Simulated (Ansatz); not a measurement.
**Is this LiCl structure a true minimum?**

The cell was found from a structure generator's guess, not taken from experiment.

All numbers below come from DFT PBE, scalar-relativistic, plane waves, PAW in Ansatz 0.2.0. Settings: cutoff 420 eV, Γ-centred mesh 6×6×2 on the computed 12-atom cell, Gaussian smearing of 0.02 eV; no spin polarisation.

The cell below (12 atoms, space group P6_3mc (No. 186)) is relaxed within its symmetry.

```
CELL_PARAMETERS angstrom
3.90622 0.00000 0.00000
-1.95311 3.38288 0.00000
0.00000 0.00000 19.02816
ATOMIC_POSITIONS crystal
Li 0.00000 0.00000 0.18757
Li 0.00000 0.00000 0.68757
Li 0.33333 0.66667 0.52058
Li 0.66667 0.33333 0.02058
Li 0.33333 0.66667 0.85352
Li 0.66667 0.33333 0.35352
Cl 0.00000 0.00000 0.31282
Cl 0.00000 0.00000 0.81282
Cl 0.33333 0.66667 0.97926
Cl 0.66667 0.33333 0.47926
Cl 0.33333 0.66667 0.64626
Cl 0.66667 0.33333 0.14626
```

For the test it was strained at random (σ = 1.5 % a component), the atoms were moved at random (σ = 0.15 Å), and all was relaxed again on a coarse 6×6×1 mesh (in the run’s order of axes) with 0.10 eV smearing, with no symmetry imposed.

Task: What happens?

Result: It returns, within 1 meV/atom of the unmoved cell on that mesh and with the same symmetry when read at 0.1 Å (P1 at 0.01 Å, so small strains and shifts remain). So it is stable against the distortions that fit this cell and that this random move excites. Modes that don't fit the cell aren't tested.
